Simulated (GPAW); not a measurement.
# C (P6_3/mmc) in GPAW: further runs

The runs below take C through equation of state, band structure, with LDA, PBE.

The COD entry that gives the cell may itself be a prediction, so a difference from it is no test against experiment.

All numbers are computed with GPAW 26.7.0; they aren't measurements. Logs are shortened: lines on timing, memory, paths and dates and some standing lists are left out, and cuts for length are marked. The log counts tension as positive stress, the text compression.

## (1) The structure

It takes space group P6_3/mmc (No. 194, hexagonal). The conventional cell has a = 2.522 Å, b = 2.522 Å, c = 12.356 Å, α = 90.00°, β = 90.00°, γ = 120.00°. C (site symmetry 3m) has 4 C at 1.54 Å as nearest neighbours. Around C (site symmetry 3m) lie 4 C at 1.54 Å. C (site symmetry 3m) has 4 C at 1.54 Å as nearest neighbours.

This is a hexagonal form of diamond, not graphite.

## (2) Equation of state, LDA

The input, run.py:

```python
from ase import Atoms
from ase.eos import EquationOfState
from ase.io import Trajectory
from ase.units import GPa
from gpaw import GPAW, PW

atoms = Atoms(['C', 'C', 'C', 'C', 'C', 'C', 'C', 'C', 'C', 'C', 'C', 'C'],
              cell=[[2.5221, 0.0, 0.0],
                    [-1.26105, 2.1842026709, 0.0],
                    [0.0, 0.0, 12.3557]],
              scaled_positions=[[0.6666666667, 0.3333333333, 0.35417],
                                [0.3333333333, 0.6666666667, 0.85417],
                                [0.6666666667, 0.3333333333, 0.14583],
                                [0.3333333333, 0.6666666667, 0.64583],
                                [0.6666666667, 0.3333333333, 0.47917],
                                [0.3333333333, 0.6666666667, 0.97917],
                                [0.6666666667, 0.3333333333, 0.02083],
                                [0.3333333333, 0.6666666667, 0.52083],
                                [0.0, 0.0, 0.8125],
                                [0.0, 0.0, 0.3125],
                                [0.0, 0.0, 0.6875],
                                [0.0, 0.0, 0.1875]],
              pbc=True)

traj = Trajectory('eos.traj', 'w')
volumes, energies = [], []
for x in [0.94, 0.96, 0.98, 1.0, 1.02, 1.04, 1.06]:
    a = atoms.copy()
    a.set_cell(atoms.cell * x**(1 / 3), scale_atoms=True)
    calc = GPAW(mode=PW(800),
                xc='LDA',
                kpts={'size': (8, 8, 2), 'gamma': True},
                occupations={'name': 'fermi-dirac', 'width': 0.05},
                nbands=46,
                convergence={'density': 1e-05, 'energy': 1e-05},
                maxiter=150,
                txt=f'eos-{x:.2f}.txt')
    a.calc = calc
    energies.append(a.get_potential_energy(force_consistent=True))
    volumes.append(a.get_volume())
    p = -a.get_stress()[:3].mean() / GPa
    calc.write(f'eos-{x:.2f}.gpw')
    traj.write(a)
    print(f'{x:.2f} {volumes[-1]:10.4f} A^3 {energies[-1]:14.6f} eV {p:9.3f} GPa', flush=True)

v0, e0, B = EquationOfState(volumes, energies, eos='birchmurnaghan').fit()
print(f'V0 = {v0:.4f} A^3, E0 = {e0:.6f} eV, B0 = {B / GPa:.2f} GPa')
```

Potentials or basis: the program's PAW data sets (release 1.2.1) made for this functional, pw.

Command:

```sh
OMP_NUM_THREADS=1 python run.py
```

The log of the run:

```text
__  _  _
 | _ |_)|_||  |
 |__||  | ||/\| - 26.7.0

Input parameters:
  mode=PW(ecut=800.0),
  convergence={'density': 1e-05, 'energy': 1e-05},
  kpts=MonkhorstPack(size=(8, 8, 2), gamma=True),
  maxiter=150,
  nbands=46,
  occupations=Occupations(name='fermi-dirac', width=0.05),
  xc=XC(name='LDA')

Diagonalizing LCAO Hamiltonian
Converting LCAO to pw mode

        C
        C

       C
        C
       C
        C
           C

           C
       C

       C   C

           C

Atoms  # Å, Bohr magnetons
|    | symbol |         x |        y |         z |    initial magnetic moments |
|----|--------|-----------|----------|-----------|-----------------------------|
|  0 |      C |  1.235307 | 0.713205 |  4.286687 | ( 0.0000,  0.0000,  0.0000) |
|  1 |      C | -0.000000 | 1.426410 | 10.338423 | ( 0.0000,  0.0000,  0.0000) |
|  2 |      C |  1.235307 | 0.713205 |  1.765049 | ( 0.0000,  0.0000,  0.0000) |
|  3 |      C | -0.000000 | 1.426410 |  7.816785 | ( 0.0000,  0.0000,  0.0000) |
|  4 |      C |  1.235307 | 0.713205 |  5.799621 | ( 0.0000,  0.0000,  0.0000) |
|  5 |      C | -0.000000 | 1.426410 | 11.851357 | ( 0.0000,  0.0000,  0.0000) |
|  6 |      C |  1.235307 | 0.713205 |  0.252115 | ( 0.0000,  0.0000,  0.0000) |
|  7 |      C | -0.000000 | 1.426410 |  6.303851 | ( 0.0000,  0.0000,  0.0000) |
|  8 |      C |  0.000000 | 0.000000 |  9.834071 | ( 0.0000,  0.0000,  0.0000) |
|  9 |      C |  0.000000 | 0.000000 |  3.782335 | ( 0.0000,  0.0000,  0.0000) |
| 10 |      C |  0.000000 | 0.000000 |  8.321137 | ( 0.0000,  0.0000,  0.0000) |
| 11 |      C |  0.000000 | 0.000000 |  2.269401 | ( 0.0000,  0.0000,  0.0000) |

Unit cell  # Å
| periodic |         x |        y |         z |   lengths |     angles |
|----------|-----------|----------|-----------|-----------|------------|
|      yes |  2.470614 | 0.000000 |  0.000000 |  2.470614 |  90.000000 |
|      yes | -1.235307 | 2.139615 |  0.000000 |  2.470614 |  90.000000 |
|      yes |  0.000000 | 0.000000 | 12.103472 | 12.103472 | 120.000000 |

Number of symmetries: 12
Symmetry operations  # r_c * U_cc + t_c -> r_c
|    | kind |            matrix            |
|----|------|------------------------------|
|  0 |  σ   |  1, 1, 0,  0,-1, 0,  0, 0, 1 |
|  1 |  S6  |  1, 1, 0, -1, 0, 0,  0, 0,-1 |
|  2 |  E   |  1, 0, 0,  0, 1, 0,  0, 0, 1 |
|  3 |  C2  |  1, 0, 0, -1,-1, 0,  0, 0,-1 |
|  4 |  C2  |  0, 1, 0,  1, 0, 0,  0, 0,-1 |
|  5 |  C3  |  0, 1, 0, -1,-1, 0,  0, 0, 1 |
|  6 |  S6  |  0,-1, 0,  1, 1, 0,  0, 0,-1 |
|  7 |  σ   |  0,-1, 0, -1, 0, 0,  0, 0, 1 |
|  8 |  σ   | -1, 0, 0,  1, 1, 0,  0, 0, 1 |
|  9 |  i   | -1, 0, 0,  0,-1, 0,  0, 0,-1 |
| 10 |  C3  | -1,-1, 0,  1, 0, 0,  0, 0, 1 |
| 11 |  C2  | -1,-1, 0,  0, 1, 0,  0, 0,-1 |

BZ-sampling:
  Number of BZ points: 128
  Number of IBZ points: 20

  Monkhorst-Pack size: [8, 8, 2]
  Monkhorst-Pack shift: [0.0625, 0.0625, 0.25]

K-points  # in reciprocal-cell coordinates
|     |                                coordinates |     weight |
|-----|--------------------------------------------|------------|
|   0 | (  0.00000000,   0.00000000,   0.00000000) | 0.00781250 |
|   1 | (  0.00000000,   0.00000000,   0.50000000) | 0.00781250 |
|   2 | (  0.12500000,   0.00000000,   0.00000000) | 0.04687500 |
|   3 | (  0.12500000,   0.00000000,   0.50000000) | 0.04687500 |
|   4 | (  0.25000000,  -0.12500000,   0.00000000) | 0.04687500 |
|   5 | (  0.25000000,  -0.12500000,   0.50000000) | 0.04687500 |
|   6 | (  0.25000000,   0.00000000,   0.00000000) | 0.04687500 |
|   7 | (  0.25000000,   0.00000000,   0.50000000) | 0.04687500 |
|   8 | (  0.37500000,  -0.12500000,   0.00000000) | 0.09375000 |
|   9 | (  0.37500000,  -0.12500000,   0.50000000) | 0.09375000 |
| ... |                                            |            |
|  19 | (  0.50000000,   0.50000000,   0.50000000) | 0.02343750 |

Plane wave coefficients: 3319
Cutoff: 800.0 eV

Spin-components: 1 (collinear spins)
Bands:           46
Projectors:      60
Spin-degeneracy: 2
Datatype:        complex128

Parallelization:
  kpt:    1
  domain: 1
  band:   1

Density:
  Valence electrons: 48.0
  Components: 1
  Grid points: [18 18 80]
  Charge: 0.0  # |e|

Potential:
  Grid points: [18 18 80]

species:
  C:
    name:    Carbon
    Z:       6.0
    valence: 4
    core:    2
    charge:  0.0  # [|e|]
    compensation charges:
      type: gauss
      rc: 0.20  # [Å]
      lmax: 2
    cutoffs:
      filter: 1.14  # [Å]
      core: 1.14  # [Å]
    projectors
    | kind |    occ | energy [eV] | rcut [Å] |
    |------|--------|-------------|----------|
    |   2s |  2.000 |     -13.639 |    0.635 |
    |   2p |  2.000 |      -5.414 |    0.635 |
    |    s |        |      13.573 |    0.635 |
    |    p |        |      21.797 |    0.635 |
    |    d |        |       0.000 |    0.635 |

    Using partial waves for C as LCAO basis

Reference energy: -12225.630454  # eV

eigensolver:
  PPCG
  Converge bands: occupied
  niter=2

density mixing:
  MSR1-Mixer
  Pratt-step length: 0.05
  Maximum mixing coefficient: 0.75
  Old densities: 10
  SVD Regularization: 0.005
  Good broyden scale: 1.0
  Trust region scale: 1.0
  Backstep threshold: 4.0
  History deletion threshold: 6.0
  Fourier metric: weight=20.0, sigma=0.015

occupation numbers:
  Fermi-Dirac:
    width: 0.0500  # eV

poisson solver:
  ecut: 6400.0  # eV

xc functional:
  name: None

convergence criteria:
- Maximum integral of absolute [dens]ity change: 1e-05 electrons / valence electron
- Maximum [total energy] change in last 3 cyles: 1e-05 eV / valence electron
- Maximum integral of absolute [eigenst]ate change: 4e-08 eV^2 / valence electron
maximum number of iterations: 150

SCF iterations
|iter     | |      energy | eigst |  dens |
|---------|-|-------------|-------|-------|
|iter:   1| | -126.096853 | +0.19 |       |
|iter:   2| | -125.514323 | -2.54 | -0.77 |
|iter:   3| | -121.555783 | -1.05 | -0.80 |
|iter:   4| | -121.524866 | -2.41 | -1.52 |
|iter:   5| | -121.529547 | -3.78 | -2.18 |
|iter:   6| | -121.529765 | -4.67 | -2.79 |
|iter:   7| | -121.529744c| -6.05 | -3.57 |
|iter:   8| | -121.529745c| -7.32 | -4.07 |
|iter:   9| | -121.529745c| -7.71c| -4.46 |
|iter:  10| | -121.529745c| -8.63c| -6.02c|

Converged in 10 steps
Energy contributions relative to reference atoms: (reference = -12225.630454)

Energy contributions:
  Kinetic:         139.919935
  Coulomb:        -124.281360
  Zero:              0.257826
  External:          0.000000
  Xc:             -137.426145
  Entropy:           0.000000
  Spinorbit:         0.000000
  ----------------------------
  Free energy:    -121.529745
  Extrapolated:   -121.529745

dipole moment: (-9.754273, -16.894897, 0.000035)  # |e|*Ang

Fermi level: 14.909
Eigenvalues  # (at kpt = [0.000, 0.000, 0.000])
| band index |      eig [eV] | occ [0-2] |
|------------|---------------|-----------|
|          0 |        -9.313 |     2.000 |
|        ... |               |           |
|         16 |        10.474 |     2.000 |
|         17 |        11.762 |     2.000 |
|         18 |        11.762 |     2.000 |
|         19 |        11.919 |     2.000 |
|         20 |        11.919 |     2.000 |
|         21 |        12.800 |     2.000 |
|         22 |        12.965 |     2.000 |
|         23 |        12.965 |     2.000 |
|         24 |        18.365 |     0.000 |
|         25 |        18.365 |     0.000 |
|         26 |        18.759 |     0.000 |
|         27 |        19.484 |     0.000 |
|         28 |        19.484 |     0.000 |
|         29 |        20.050 |     0.000 |
|         30 |        20.050 |     0.000 |
|         31 |        20.301 |     0.000 |
|        ... |               |           |
|         45 |        28.658 |     0.000 |

Gap: 4.489 eV
Transition (v -> c):
  (s=0, k=0, n=23, [0.00, 0.00, 0.00]) -> (s=0, k=10, n=24, [0.38, 0.00, 0.00])
Direct/indirect transitions are different
Direct gap: 5.400 eV
Transition at: (s=0, k=0, n=23, [0.00, 0.00, 0.00])

Stress tensor  # eV/Ang^3
|         x |         y |         z |
|-----------|-----------|-----------|
| -0.080721 |  0.000000 |  0.000000 |
|  0.000000 | -0.080721 |  0.000000 |
|  0.000000 |  0.000000 | -0.141280 |

# Writing to eos-0.94.gpw (mode='')
```

stdout:

```text
0.94    63.9809 A^3    -121.529745 eV    16.167 GPa
0.96    65.3422 A^3    -121.628726 eV     5.446 GPa
0.98    66.7035 A^3    -121.640126 eV    -4.293 GPa
1.00    68.0648 A^3    -121.573124 eV   -13.144 GPa
1.02    69.4261 A^3    -121.433981 eV   -21.186 GPa
1.04    70.7874 A^3    -121.229280 eV   -28.491 GPa
1.06    72.1487 A^3    -120.965699 eV   -35.127 GPa
V0 = 66.2116 A^3, E0 = -121.645627 eV, B0 = 468.30 GPa
```

It took 7.8 min on 1 thread of Arm Neoverse V2, shared host; peak memory 0.38 GiB.

Results:

```
Equilibrium volume                        : 5.52 Å³/atom
Bulk modulus at fixed shape and positions : 468 GPa
Pressure derivative of the bulk modulus   : 3.7
```

Energy against volume, from the lowest point:
```tsv
volume (Å³/atom)	energy (meV/atom)
5.332	9.20
5.445	0.95
5.559	0.00
5.672	5.58
5.786	17.18
5.899	34.24
6.012	56.20
```

Caveat: the cell was scaled at fixed shape and fractional positions, which overstates the stiffness of a crystal with free parameters, most of all of layers and chains.

## (3) Band structure, PBE

The input, run.py:

```python
from ase import Atoms
from ase.dft.bandgap import bandgap
from ase.io import write
from ase.units import GPa
from gpaw import GPAW, PW

atoms = Atoms(['C', 'C', 'C', 'C', 'C', 'C', 'C', 'C', 'C', 'C', 'C', 'C'],
              cell=[[2.5221, 0.0, 0.0],
                    [-1.26105, 2.1842026709, 0.0],
                    [0.0, 0.0, 12.3557]],
              scaled_positions=[[0.6666666667, 0.3333333333, 0.35417],
                                [0.3333333333, 0.6666666667, 0.85417],
                                [0.6666666667, 0.3333333333, 0.14583],
                                [0.3333333333, 0.6666666667, 0.64583],
                                [0.6666666667, 0.3333333333, 0.47917],
                                [0.3333333333, 0.6666666667, 0.97917],
                                [0.6666666667, 0.3333333333, 0.02083],
                                [0.3333333333, 0.6666666667, 0.52083],
                                [0.0, 0.0, 0.8125],
                                [0.0, 0.0, 0.3125],
                                [0.0, 0.0, 0.6875],
                                [0.0, 0.0, 0.1875]],
              pbc=True)

calc = GPAW(mode=PW(800),
            xc='PBE',
            kpts={'size': (8, 8, 2), 'gamma': True},
            occupations={'name': 'fermi-dirac', 'width': 0.05},
            nbands=46,
            convergence={'density': 1e-05, 'energy': 1e-05},
            maxiter=150,
            txt='gpaw.txt')
atoms.calc = calc
energy = atoms.get_potential_energy()
forces = atoms.get_forces()
stress = atoms.get_stress()
calc.write('gs.gpw')
write('result.traj', atoms)
print(f'Energy: {energy:.6f} eV')
print('Forces (eV/A):')
print(forces.round(4))
print('Stress (GPa):', (stress / GPa).round(3))
print('Fermi level:', round(calc.get_fermi_level(), 4), 'eV')
print(f'Gap: {bandgap(calc)[0]:.4f} eV, direct: {bandgap(calc, direct=True)[0]:.4f} eV')

path = atoms.cell.bandpath('GMKGALHA,LM,KH', npoints=100, eps=1e-4)
bs_calc = calc.fixed_density(kpts=path, symmetry='off', nbands=65,
                             convergence={'bands': 'CBM+6.0', 'eigenstates': 1e-6}, txt='bands.txt')
bs = bs_calc.band_structure()
bs.write('bs.json')
print(f'Gap on the path: {bandgap(bs_calc)[0]:.4f} eV')
```

Potentials or basis: GPAW PAW data sets (gpaw-data 1.2.1), pw.

Command:

```sh
OMP_NUM_THREADS=1 python run.py
```

gpaw.txt:

```text
__  _  _
 | _ |_)|_||  |
 |__||  | ||/\| - 26.7.0

Input parameters:
  mode=PW(ecut=800.0),
  convergence={'density': 1e-05, 'energy': 1e-05},
  kpts=MonkhorstPack(size=(8, 8, 2), gamma=True),
  maxiter=150,
  nbands=46,
  occupations=Occupations(name='fermi-dirac', width=0.05),
  xc=XC(name='PBE')

Diagonalizing LCAO Hamiltonian
Converting LCAO to pw mode

        C

        C

       C
        C
       C
        C
           C

           C
       C

       C   C

           C

Atoms  # Å, Bohr magnetons
|    | symbol |         x |        y |         z |    initial magnetic moments |
[... 164 lines left out ...]
  Zero:              0.258045
  External:          0.000000
  Xc:             -114.922035
  Entropy:           0.000000
  Spinorbit:         0.000000
  ----------------------------
  Free energy:    -109.082252
  Extrapolated:   -109.082252

dipole moment: (-9.979302, -17.284659, 0.000034)  # |e|*Ang

Fermi level: 14.118
Eigenvalues  # (at kpt = [0.000, 0.000, 0.000])
| band index |      eig [eV] | occ [0-2] |
|------------|---------------|-----------|
|          0 |        -9.425 |     2.000 |
|        ... |               |           |
|         16 |         9.800 |     2.000 |
|         17 |        11.027 |     2.000 |
|         18 |        11.027 |     2.000 |
|         19 |        11.172 |     2.000 |
|         20 |        11.172 |     2.000 |
|         21 |        12.006 |     2.000 |
[... 8 lines left out ...]
|         30 |        19.046 |     0.000 |
|         31 |        19.132 |     0.000 |
|        ... |               |           |
|         45 |        27.285 |     0.000 |

Gap: 4.353 eV
Transition (v -> c):
  (s=0, k=0, n=23, [0.00, 0.00, 0.00]) -> (s=0, k=10, n=24, [0.38, 0.00, 0.00])
Direct/indirect transitions are different
Direct gap: 5.306 eV
Transition at: (s=0, k=0, n=23, [0.00, 0.00, 0.00])

Forces  # eV/Ang
|        x |        y |        z |
|----------|----------|----------|
| -0.00000 |  0.00000 |  0.30891 |  # C    0
|  0.00000 | -0.00000 |  0.30932 |  # C    1
| -0.00000 |  0.00000 | -0.30932 |  # C    2
|  0.00000 |  0.00000 | -0.30891 |  # C    3
|  0.00000 |  0.00000 | -0.02582 |  # C    4
| -0.00000 |  0.00000 | -0.02612 |  # C    5
|  0.00000 | -0.00000 |  0.02612 |  # C    6
| -0.00000 | -0.00000 |  0.02582 |  # C    7
| -0.00000 | -0.00000 |  0.33331 |  # C    8
|  0.00000 | -0.00000 |  0.33322 |  # C    9
| -0.00000 |  0.00000 | -0.33322 |  # C   10
|  0.00000 |  0.00000 | -0.33331 |  # C   11

Stress tensor  # eV/Ang^3
|        x |        y |         z |
|----------|----------|-----------|
| 0.006220 | 0.000000 |  0.000000 |
| 0.000000 | 0.006220 |  0.000000 |
| 0.000000 | 0.000000 | -0.044621 |

# Writing to gs.gpw (mode='')
```

stdout:

```text
Energy: -109.082252 eV
Forces (eV/A):
[[-0.      0.      0.3089]
 [ 0.     -0.      0.3093]
 [-0.      0.     -0.3093]
 [ 0.      0.     -0.3089]
 [ 0.      0.     -0.0258]
 [-0.      0.     -0.0261]
 [ 0.     -0.      0.0261]
 [-0.     -0.      0.0258]
 [-0.     -0.      0.3333]
 [ 0.     -0.      0.3332]
 [-0.      0.     -0.3332]
 [ 0.      0.     -0.3333]]
Stress (GPa): [ 0.997  0.997 -7.149  0.     0.     0.   ]
Fermi level: 14.1179 eV
Gap: 4.3529 eV, direct: 5.3063 eV
Gap on the path: 4.3529 eV
```

bands.txt:

```text
Diagonalizing LCAO Hamiltonian
Converting LCAO to pw mode
convergence criteria:
- Maximum integral of absolute [eigenst]ate change: 1e-06 eV^2 / valence electron
maximum number of iterations: 150

SCF iterations
|iter     | |      energy | eigst |  dens |
|---------|-|-------------|-------|-------|
|iter:   1| |             | +1.54 |       |
[... 105 lines left out ...]
         [0.        , 0.        , 0.5       ],
         [0.5       , 0.        , 0.5       ],
         [0.5       , 0.        , 0.33333333],
         [0.5       , 0.        , 0.16666667],
         [0.5       , 0.        , 0.        ],
         [0.33333333, 0.33333333, 0.        ],
         [0.33333333, 0.33333333, 0.25      ],
         [0.33333333, 0.33333333, 0.5       ]])),
  maxiter=150,
  nbands=65,
  occupations=Occupations(name='fermi-dirac', width=0.05),
  symmetry=Symmetry(point_group=False, time_reversal=False),
  xc=XC(name='PBE')
```

It took 5.1 min on 1 thread of Arm Neoverse V2, shared host; peak memory 0.79 GiB.

What came out:

* Free energy: -109.0823 eV
* Pressure: 1.7 GPa
* Largest force: 0.333 eV/Å
* Band gap on the k mesh: 4.35 eV, indirect (least direct gap 5.31 eV)
* Band gap along the path: 4.35 eV, indirect (least direct gap 5.31 eV)

Forces on the atoms (eV/Å):
```
C    0.000  0.000  0.309
C    0.000  0.000  0.309
C    0.000  0.000 -0.309
C    0.000  0.000 -0.309
C    0.000  0.000 -0.026
C    0.000  0.000 -0.026
C    0.000  0.000  0.026
C    0.000  0.000  0.026
C    0.000  0.000  0.333
C    0.000  0.000  0.333
C    0.000  0.000 -0.333
C    0.000  0.000 -0.333
```

Levels at the corners of the path, in eV from the valence-band top:
| point | band 21 | band 22 | band 23 | band 24 | band 25 | band 26 | band 27 | band 28 |
| --- | --- | --- | --- | --- | --- | --- | --- | --- |
| Γ | -0.99 | -0.15 | 0.00 | 0.00 | 5.31 | 5.31 | 5.67 | 6.38 |
| M | -4.06 | -4.06 | -3.63 | -2.89 | 4.52 | 5.10 | 5.26 | 5.62 |
| K | -6.04 | -4.79 | -4.54 | -4.54 | 5.60 | 5.60 | 6.26 | 8.72 |
| Γ | -0.99 | -0.15 | 0.00 | 0.00 | 5.31 | 5.31 | 5.67 | 6.38 |
| A | -0.33 | -0.33 | -0.33 | -0.33 | 5.70 | 5.70 | 5.70 | 5.70 |
| L | -3.76 | -3.76 | -3.24 | -3.24 | 4.69 | 4.69 | 5.89 | 5.89 |
| H | -5.32 | -5.32 | -4.77 | -4.77 | 5.84 | 5.84 | 7.12 | 7.12 |
| A | -0.33 | -0.33 | -0.33 | -0.33 | 5.70 | 5.70 | 5.70 | 5.70 |
| L | -3.76 | -3.76 | -3.24 | -3.24 | 4.69 | 4.69 | 5.89 | 5.89 |
| M | -4.06 | -4.06 | -3.63 | -2.89 | 4.52 | 5.10 | 5.26 | 5.62 |
| K | -6.04 | -4.79 | -4.54 | -4.54 | 5.60 | 5.60 | 6.26 | 8.72 |
| H | -5.32 | -5.32 | -4.77 | -4.77 | 5.84 | 5.84 | 7.12 | 7.12 |
